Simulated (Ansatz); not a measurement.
**TiPt3: further runs on the relaxed cell**

An exercise on one series of results from a longer session: the logs are not shown, and one member is left open.

Computed with Ansatz 0.2.0 (DFT PBEsol, scalar-relativistic, plane waves, PAW, unless a step's input says otherwise).

1 further run of the same task is left out (set aside as unsound or not needed).

## The structure to begin with

It takes space group Pm-3m (No. 221, cubic). Conventional cell: a = 3.899 Å, b = 3.899 Å, c = 3.899 Å, α = 90.00°, β = 90.00°, γ = 90.00°. Ti (site symmetry m-3m) has 12 Pt at 2.76 Å as nearest neighbours. Pt (site symmetry 4/mmm) has 4 Ti at 2.76 Å and 8 Pt at 2.76 Å as nearest neighbours.

Structure file:

```
CELL_PARAMETERS angstrom
3.89935 0.00000 0.00000
0.00000 3.89935 0.00000
0.00000 0.00000 3.89935
ATOMIC_POSITIONS crystal
Ti 0.00000 0.00000 0.00000
Pt 0.00000 0.50000 0.50000
Pt 0.50000 0.00000 0.50000
Pt 0.50000 0.50000 0.00000
```

This cell was relaxed beforehand with the same method: volume 14.82 Å³/atom, gap on the mesh none (metal).

Set-up of the first run:

input.yaml

```yaml
crystal:
  lattice:
    - [3.8993537252, 0.0, 0.0]
    - [0.0, 3.8993537252, 0.0]
    - [0.0, 0.0, 3.8993537252]
  atoms:
    - { symbol: Ti, position: [0.0, 0.0, 0.0] }
    - { symbol: Pt, position: [0.0, 0.5, 0.5] }
    - { symbol: Pt, position: [0.5, 0.0, 0.5] }
    - { symbol: Pt, position: [0.5, 0.5, 0.0] }
basis:
  ecutwfc: 420
kpoints:
  mp_grid: { grid: [12, 12, 12] }
  band_path:
    path:
      - [[0.0, 0.0, 0.0], [0.0, 0.5, 0.0], [0.5, 0.5, 0.0], [0.0, 0.0, 0.0], [0.5, 0.5, 0.5], [0.0, 0.5, 0.0]]
      - [[0.5, 0.5, 0.5], [0.5, 0.5, 0.0]]
    npoints: 14
hamiltonian:
  xc: pbesol
scf:
  occupations: { method: gaussian, width: 0.1 }
  n_extra_bands: 10
output:
  forces: true
  stress: true
  eigenvalues: true
  populations: true
  dos: { projected: true, de: 0.02, nscf_kmesh: { grid: [18, 18, 18] } }
  bader: true
  write_density: true
  write_potential: true
  elf: true
  volumetric_format: npy
```

On the command line:

```sh
> ansatz run input.yaml --threads 1 --pin off --max-ram 2560MiB --backend cpu --events-out ev --progress --plain --runs-dir out
```

Steps of the session up to this table: Bands, states and charges; Back to the database's cell; The cell scaled to 0.97 of its volume; Volume × 1.03; The cell scaled to 0.94 of its volume; Point at V/V0 = 1.06; Volume × 0.91; Volume × 1.10; Volume × 0.88.

One table of the session follows, with a row left open; its other results are not shown here.

It belongs to the step «Equation of state». 

```
volume (Å³/atom)  energy above the lowest point (meV/atom)  pressure (GPa)
          13.044                                     228.5           46.70
          13.488                                     120.3           31.73
          13.933                                      50.1           19.21
          14.378                                      11.7            8.75
          14.822                                       0.0            0.00
          15.267                                      10.5           -7.31
          15.712                                         ?               ?
          16.305                                     101.7          -19.94
```

Estimate the missing values for volume (Å³/atom) = 15.712.

Worked estimate for «energy above the lowest point (meV/atom)». A straight line through the neighbours (15.267, 10.5) and (16.305, 101.7) gives 10.5 + (101.7 − 10.5) × (15.712 − 15.267) / (16.305 − 15.267) = 49.6; a parabola fitted to 3 rows on both sides gives 38.2.

**Answer.** energy above the lowest point (meV/atom): 39.5; pressure (GPa): -13.39. In «energy above the lowest point (meV/atom)» the line misses by +10.1 and the parabola by -1.3.
